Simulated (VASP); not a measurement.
Here is a VASP 6.6.1 calculation.

File INCAR:

```
ALGO = Normal
EDIFF = 1E-7
ENCUT = 520
GGA = PE
ISIF = 2
ISMEAR = -1
LASPH = True
LCHARG = False
LREAL = False
LWAVE = False
NBANDS = 15
NELM = 60
PREC = Accurate
SIGMA = 0.05
```

File KPOINTS:

```
k-points
0
Gamma
  7 7 7
```

File POSCAR:

```
CaH4
1.0
    4.1679800000      0.0000000000      0.0000000000
    0.0000000000      4.1679800000      0.0000000000
    0.0000000000      0.0000000000      4.1679800000
Ca H
1 4
Direct
    0.0000000000      0.0000000000      0.0000000000
    0.5000000000      0.0000000000      0.0000000000
    0.0000000000      0.5000000000      0.0000000000
    0.0000000000      0.0000000000      0.5000000000
    0.5000000000      0.5000000000      0.5000000000
```

Potentials or basis: VASP PAW PBE potentials, release 64 (Ca_sv, H).

Run with:

```sh
$ cat potpaw_PBE.64/Ca_sv/POTCAR potpaw_PBE.64/H/POTCAR > POTCAR
$ mpirun -np 1 vasp_std > vasp.out
```

Problem. Estimate the band gap on the k mesh.

Solution. None (metal or under the smearing width).

Problem. What does it give for the pressure?

Solution. 0.0 GPa.
